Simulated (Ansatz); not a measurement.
Runs of Ansatz 0.2.0 on Fe. It takes space group Fmmm (No. 69, orthorhombic). Conventional cell: a = 2.997 Å, b = 3.883 Å, c = 3.930 Å, α = 90.00°, β = 90.00°, γ = 90.00°. Fe (site symmetry mmm) has 12 Fe at 2.45 to 2.76 Å as nearest neighbours. 

```tsv
task	level	spin	U	cell	k mesh	cutoff (eV)	smearing	points for each segment of the path	hubbard projectors	double counting	mesh quality	gap on the mesh (eV)	pressure (GPa)	moment (μB)	relaxed volume (Å³/atom)
relaxation of cell and atoms	PBE0	collinear, ferromagnetic start	-	relaxed	7 × 7 × 7	420	fermi-dirac 0.05 eV	-	-	-	coarse	none	-	2.87	12.31
relaxation of cell and atoms	HSEsol	collinear, ferromagnetic start	-	relaxed	7 × 7 × 7	420	fermi-dirac 0.05 eV	-	-	-	coarse	none	-	2.87	11.94
band structure	HSE03	collinear, ferromagnetic start	-	as given	7 × 7 × 7	420	fermi-dirac 0.05 eV	4	-	-	coarse	none	-	2.87	-
relaxation of cell and atoms	PBEsol	collinear, ferromagnetic start	-	relaxed	13 × 13 × 13	420	fermi-dirac 0.05 eV	-	-	-	not flagged	none	0.0	(c)	(a)
single point	LDA	collinear, ferromagnetic start	-	as given	13 × 13 × 13	420	gaussian 0.02 eV	-	-	-	not flagged	none	-18.7	(b)	-
relaxation of cell and atoms	PBEsol0	collinear, ferromagnetic start	-	relaxed	7 × 7 × 7	420	fermi-dirac 0.05 eV	-	-	-	coarse	none	-	2.87	11.92
density of states	PBEsol+U	collinear, random start	Fe d U = 6.2 eV	as given	13 × 13 × 13	420	methfessel-paxton 0.2 eV	-	ortho-atomic (the default)	fll (the default)	not flagged	none	45.5	2.93	-
single point	r2SCANh+D3(BJ)	collinear, ferromagnetic start	-	as given	7 × 7 × 7	500	gaussian 0.05 eV	-	-	-	coarse	none	-	2.87	-
single point	r2SCAN50	collinear, ferromagnetic start	-	as given	7 × 7 × 7	500	fermi-dirac 0.05 eV	-	-	-	coarse	none	-	2.92	-
relaxation of cell and atoms	HSE03	collinear, ferromagnetic start	-	relaxed	7 × 7 × 7	420	fermi-dirac 0.05 eV	-	-	-	coarse	none	-	2.88	12.40
single point	PBEsol0	collinear, ferromagnetic start	-	as given	7 × 7 × 7	420	fermi-dirac 0.05 eV	-	-	-	coarse	none	-	2.87	-
```

Alike in all rows: potentials or basis Ansatz PAW.

Q: Estimate the missing entries.

A: (a) 10.79; (b) 2.15; (c) 2.06.

Caveats: some runs use coarse meshes; the PAW data sets come from PBE, with cores solved anew for the run's functional, which leaves a small shift of forces and pressure; the magnetic or orbital state may not be the lowest (some runs); the plane-wave basis is chosen anew once the cell has moved, so the energies of steps on either side of that aren't comparable (some runs); so large a pressure means that the cell lies far from this level's equilibrium, or that cutoff or potentials fall short (some runs); a pressure of tens of GPa on the cell as given is suspect, and the run, the potentials or the cell itself is likely at fault (some runs); the U is typed as a test and isn't derived for this compound (some runs); pairwise dispersion overbinds metals, which lowers pressure and volume (some runs).

A k mesh can miss the band edges.

A gap of «none» marks a metal or a gap under the smearing width.

Not every run made on this cell is shown here.
